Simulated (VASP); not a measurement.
# Cu (P6_3/mmc) in VASP: notebook, part 2 of 2

VASP 6.6.1. Earlier steps stand in the parts before.

## (4) Single point, PBE

File INCAR:

```
PREC = Accurate
ENCUT = 520
EDIFF = 1E-7
ISMEAR = -1
SIGMA = 0.05
LREAL = False
LASPH = True
NELM = 100
ALGO = Normal
ISIF = 2
LWAVE = False
LCHARG = False
GGA = PE
NBANDS = 18
```

File KPOINTS:

```
regular mesh
0
Gamma
  12 12 7
```

File POSCAR:

```
Cu
1.0
    2.5340966698      0.0000000000      0.0000000000
   -1.2670483349      2.1945920917      0.0000000000
    0.0000000000      0.0000000000      4.1125710000
Cu
2
Direct
    0.6666666667      0.3333333333      0.7500000000
    0.3333333333      0.6666666667      0.2500000000
```

Potentials or basis: VASP PAW PBE potentials, release 64 (Cu).

Run with:

```console
cat potpaw_PBE.64/Cu/POTCAR > POTCAR
mpirun -np 1 vasp_std > vasp.out
```

OUTCAR:

```text
PREC = Accurate
   ENCUT = 520
   EDIFF = 1E-7
   ISMEAR = -1
   LREAL = False
   LASPH = True
   NELM = 100
   ISIF = 2
   GGA = PE

 ion  position               nearest neighbor table
   1  0.667  0.333  0.750-   2 2.52   2 2.52   2 2.52   2 2.52   2 2.52   2 2.52
   2  0.333  0.667  0.250-   1 2.52   1 2.52   1 2.52   1 2.52   1 2.52   1 2.52

  LATTYP: Found a hexagonal cell.
 ALAT       =     2.5340966698
 C/A-ratio  =     1.6228942838

  Lattice vectors:

 A1 = (   2.5340966698,   0.0000000000,   0.0000000000)
 A2 = (  -1.2670483349,   2.1945920917,   0.0000000000)
 A3 = (   0.0000000000,   0.0000000000,   4.1125710000)

Analysis of symmetry for initial positions (statically):
=====================================================================
 Subroutine PRICEL returns:
 Original cell was already a primitive cell.

 Routine SETGRP: Setting up the symmetry group for a
 hexagonal supercell.

 Subroutine GETGRP returns: Found 24 space group operations
 (whereof 12 operations were pure point group operations)
 out of a pool of 24 trial point group operations.
[... 188 lines left out ...]
  free energy    TOTEN  =        -7.40023812 eV

  energy without entropy =       -7.39242184  energy(sigma->0) =       -7.39632998

 E-fermi :   7.9514     XC(G=0): -12.9135

 val. band max:        7.9394146866   @ k =   0.0833   0.0833   0.1429
 cond. band min:       7.9727862268   @ k =   0.2500   0.2500   0.2857
 fundamental gap:      0.0333715402
 Fermi energy:         7.9513861862

 k-point     1 :       0.0000    0.0000    0.0000
  band No.  band energies     occupation
      1      -1.6078      2.00000
      2       2.7430      2.00000
      3       4.8845      2.00000
      4       4.9288      2.00000
      5       4.9288      2.00000
      6       5.1524      2.00000
[... 817 lines left out ...]
      5       4.7892      2.00000
      6       4.9154      2.00000
[... 10 lines left out ...]
     17      29.2572      0.00000
     18      30.7235      0.00000

 [... further k-points ...]

------------------------ aborting loop because EDIFF is reached ----------------------------------------

  FORCE on cell =-STRESS in cart. coord.  units (eV):
  Direction    XX          YY          ZZ          XY          YZ          ZX
  --------------------------------------------------------------------------------------
  -------------------------------------------------------------------------------------
  Total        1.1083284      1.1083284      1.1575423      0.0000000     -0.0000000      0.0000000
  in kB       77.6405584     77.6405584     81.0880862      0.0000000     -0.0000000      0.0000000
  external PRESSURE =      78.7897343 kB  Pullay stress =       0.0000000 kB

 VOLUME and BASIS-vectors are now :
 -----------------------------------------------------------------------------
  energy-cutoff  :      520.00
  volume of cell :       22.87
      direct lattice vectors                 reciprocal lattice vectors
     2.534096670  0.000000000  0.000000000     0.394617937  0.227832772  0.000000000
    -1.267048335  2.194592092  0.000000000     0.000000000  0.455665544  0.000000000
     0.000000000  0.000000000  4.112571000     0.000000000  0.000000000  0.243156896

 POSITION                                       TOTAL-FORCE (eV/Angst)
 -----------------------------------------------------------------------------------
      1.26705      0.73153      3.08443        -0.000000      0.000000      0.000000
     -0.00000      1.46306      1.02814         0.000000     -0.000000      0.000000
 -----------------------------------------------------------------------------------
    total drift:                               -0.000000      0.000000     -0.000000

  FREE ENERGIE OF THE ION-ELECTRON SYSTEM (eV)
  ---------------------------------------------------
  free  energy   TOTEN  =        -7.4002381182 eV

  energy  without entropy=       -7.3924218364  energy(sigma->0) =       -7.39632998
```

stdout:

```text
POSCAR found type information on POSCAR Cu
 POSCAR found :  1 types and       2 ions
 scaLAPACK will be used
 LDA part: xc-table for (Slater+PW92), standard interpolation
 POSCAR, INCAR and KPOINTS ok, starting setup
 FFT: planning ... GRIDC
 FFT: planning ... GRID_SOFT
 FFT: planning ... GRID
 WAVECAR not read
 entering main loop
```

It took 20 s on 1 thread of Intel Xeon Platinum 8488C (Sapphire Rapids), shared host; peak memory 0.14 GiB.

What came out:

```yaml
Free_energy: -7.4002 eV
Pressure: 7.9 GPa
Band_gap_on_the_k_mesh: none (metal or under the smearing width)
```

## (5) Single point, PBE (atoms moved at random, drawn with an rms of 0.05 Å)

File INCAR:

```
SYSTEM = Cu
  PREC = Accurate
  ENCUT = 520
  EDIFF = 1E-7
  ISMEAR = -1
  SIGMA = 0.05
  LREAL = .False.
  LASPH = .True.
  NELM = 60
  ALGO = Normal
  ISIF = 2
  LWAVE = .False.
  LCHARG = .True.
  GGA = PE
  LELF = .True.
  LVHAR = .True.
  NBANDS = 18
```

File KPOINTS:

```
regular mesh
0
Gamma
  12 12 7
  0 0 0
```

File POSCAR:

```
Cu
1.0
    2.5340966698      0.0000000000      0.0000000000
   -1.2670483349      2.1945920917      0.0000000000
    0.0000000000      0.0000000000      4.1125710000
Cu
2
Direct
    0.6697150000      0.3503390000      0.7439260000
    0.3545910000      0.6668970000      0.2486650000
```

Potentials or basis: VASP PAW PBE potentials, release 64 (Cu).

Run with:

```console
cat potpaw_PBE.64/Cu/POTCAR > POTCAR
mpirun -np 1 vasp_std > vasp.out
```

OUTCAR:

```text
SYSTEM = Cu
   PREC = Accurate
   ENCUT = 520
   EDIFF = 1E-7
   ISMEAR = -1
   LREAL = .False.
   LASPH = .True.
   NELM = 60
   ISIF = 2
   GGA = PE

 ion  position               nearest neighbor table
   1  0.670  0.350  0.744-   2 2.46   2 2.50   2 2.53   2 2.53   2 2.56   2 2.56
   2  0.355  0.667  0.249-   1 2.46   1 2.50   1 2.53   1 2.53   1 2.56   1 2.56

  LATTYP: Found a hexagonal cell.
 ALAT       =     2.5340966698
 C/A-ratio  =     1.6228942838

  Lattice vectors:

 A1 = (   2.5340966698,   0.0000000000,   0.0000000000)
 A2 = (  -1.2670483349,   2.1945920917,   0.0000000000)
 A3 = (   0.0000000000,   0.0000000000,   4.1125710000)

Analysis of symmetry for initial positions (statically):
=====================================================================
 Subroutine PRICEL returns:
 Original cell was already a primitive cell.

 Routine SETGRP: Setting up the symmetry group for a
 hexagonal supercell.

 Subroutine GETGRP returns: Found  2 space group operations
 (whereof  1 operations were pure point group operations)
 out of a pool of 24 trial point group operations.

The static configuration has the point symmetry C_1 .
 The point group associated with its full space group is S_2 .

Analysis of symmetry for dynamics (positions and initial velocities):
=====================================================================
 Subroutine PRICEL returns:
 Original cell was already a primitive cell.

 Routine SETGRP: Setting up the symmetry group for a
 hexagonal supercell.

 Subroutine GETGRP returns: Found  2 space group operations
 (whereof  1 operations were pure point group operations)
 out of a pool of 24 trial point group operations.

The dynamic configuration has the point symmetry C_1 .
 The point group associated with its full space group is S_2 .

 Subroutine INISYM returns: Found  2 space group operations
 (whereof  1 operations are pure point group operations),
 and found     1 'primitive' translations

[... 140 lines left out ...]
     AMIX_MAG =   1.60;   BMIX_MAG =  1.00
  volume/ion in A,a.u.               =      11.44        77.17
  Fermi-wavevector in a.u.,A,eV,Ry     =   1.616041  3.053874 35.532800  2.611587
  Thomas-Fermi vector in A             =   2.710691
   LORBIT       =      0    0 simple, 1 ext, 2 COOP (PROOUT), +10 PAW based schemes
   GGA     = PE    functional components
   LHFCALC =     F    Hartree Fock is set to
   AEXX    =    0.0000 exact exchange contribution
   IVDW    =     0    specifies the selected vdW correction
   LEPSILON=     F    determine dielectric tensor
   LRPA    =     F    only Hartree local field effects (RPA)
 non-spin polarized calculation
  energy-cutoff  :      520.00
  volume of cell :       22.87
 maximum number of plane-waves:       634
   NGX =  9   NGY =  9   NGZ = 15

 number of electron      22.0000004 magnetization

 Free energy of the ion-electron system (eV)
  ---------------------------------------------------
  ext. energy  EPLUGINS =         0.00000000
  ---------------------------------------------------
  free energy    TOTEN  =        -7.39386299 eV

  energy without entropy =       -7.38610715  energy(sigma->0) =       -7.38998507

 E-fermi :   7.9527     XC(G=0): -12.9130

 val. band max:        7.9457029336   @ k =   0.3333   0.1667   0.2857
 cond. band min:       7.9570488641   @ k =   0.1667  -0.0833   0.1429
 fundamental gap:      0.0113459305
 Fermi energy:         7.9526718489

 k-point     1 :       0.0000    0.0000    0.0000
  band No.  band energies     occupation
      1      -1.6077      2.00000
      2       2.7431      2.00000
      3       4.8613      2.00000
      4       4.9119      2.00000
      5       4.9476      2.00000
      6       5.1250      2.00000
[... 817 lines left out ...]
      5       4.7987      2.00000
      6       5.0952      2.00000
[... 10 lines left out ...]
     17      22.6290      0.00000
     18      28.3370      0.00000

 [... further k-points ...]

------------------------ aborting loop because EDIFF is reached ----------------------------------------

  FORCE on cell =-STRESS in cart. coord.  units (eV):
  Direction    XX          YY          ZZ          XY          YZ          ZX
  --------------------------------------------------------------------------------------
  -------------------------------------------------------------------------------------
  Total        1.1804042      1.0420233      1.2119544     -0.1276654     -0.0087359      0.0155228
  in kB       82.6896083     72.9957577     84.8997602     -8.9432128     -0.6119642      1.0873992
  external PRESSURE =      80.1950420 kB  Pullay stress =       0.0000000 kB

 VOLUME and BASIS-vectors are now :
 -----------------------------------------------------------------------------
  energy-cutoff  :      520.00
  volume of cell :       22.87
      direct lattice vectors                 reciprocal lattice vectors
     2.534096670  0.000000000  0.000000000     0.394617937  0.227832772  0.000000000
    -1.267048335  2.194592092  0.000000000     0.000000000  0.455665544  0.000000000
     0.000000000  0.000000000  4.112571000     0.000000000  0.000000000  0.243156896

 POSITION                                       TOTAL-FORCE (eV/Angst)
 -----------------------------------------------------------------------------------
      1.25323      0.76885      3.05945         0.113220     -0.062439      0.169428
      0.05358      1.46357      1.02265        -0.113220      0.062439     -0.169428
 -----------------------------------------------------------------------------------
    total drift:                               -0.000104     -0.000009      0.000205

  FREE ENERGIE OF THE ION-ELECTRON SYSTEM (eV)
  ---------------------------------------------------
  free  energy   TOTEN  =        -7.3938629930 eV

  energy  without entropy=       -7.3861071455  energy(sigma->0) =       -7.38998507
```

stdout:

```text
POSCAR found type information on POSCAR Cu
 POSCAR found :  1 types and       2 ions
 scaLAPACK will be used
 LDA part: xc-table for (Slater+PW92), standard interpolation
 POSCAR, INCAR and KPOINTS ok, starting setup
 FFT: planning ... GRIDC
 FFT: planning ... GRID_SOFT
 FFT: planning ... GRID
 WAVECAR not read
 entering main loop
```

Wall time 2 min (1 thread of Intel Xeon Platinum 8488C (Sapphire Rapids), shared host); peak memory 0.27 GiB.

Results:

```
Free energy            : -7.3939 eV
Pressure               : 8.0 GPa
Largest force          : 0.213 eV/Å
Band gap on the k mesh : none (metal or under the smearing width)
```

Forces in eV/Å, atoms in the order of the input:
```
Cu   0.113 -0.062  0.169
Cu  -0.113  0.062 -0.169
```

Levels at points of the mesh, in eV from the Fermi level:
```csv
k point,band 7,band 8,band 9,band 10,band 11,band 12,band 13,band 14,band 15,band 16
"(0.00, 0.00, 0.00)",-2.76,-2.61,-2.44,-1.81,-1.66,-1.00,4.05,21.46,22.12,22.30
"(0.50, 0.00, 0.00)",-2.76,-1.63,-1.58,-1.54,-0.06,1.73,7.80,8.26,11.06,11.55
"(0.00, 0.50, 0.00)",-2.76,-1.63,-1.58,-1.54,-0.06,1.72,7.82,8.27,11.05,11.54
"(0.50, 0.50, 0.00)",-2.77,-1.66,-1.59,-1.51,0.20,1.46,8.28,8.73,10.65,11.11
```

## (6) Overview

| level | cell | ladder | gap on the mesh (eV) | pressure (GPa) | largest force (eV/Å) |
| --- | --- | --- | --- | --- | --- |
| PBEsol | as given | free | none | -0.7 | - |
| PBEsol | atoms moved at random, drawn with an rms of 0.05 Å | free | none | -0.6 | 0.20 |
| PBE | as given | - | none | 7.9 | - |
| PBE | atoms moved at random, drawn with an rms of 0.05 Å | - | none | 8.0 | 0.21 |

Alike in all rows: task single point; potentials or basis VASP PAW PBE potentials, release 64 (Cu); no spin polarisation; k mesh 12 × 12 × 7; cutoff (eV) 520; smearing fermi-dirac 0.05 eV.

Caveats: the PAW data sets were made with another functional, which shifts forces and pressure a little (some runs).

Absolute energies hang on the potentials; compare differences alone.
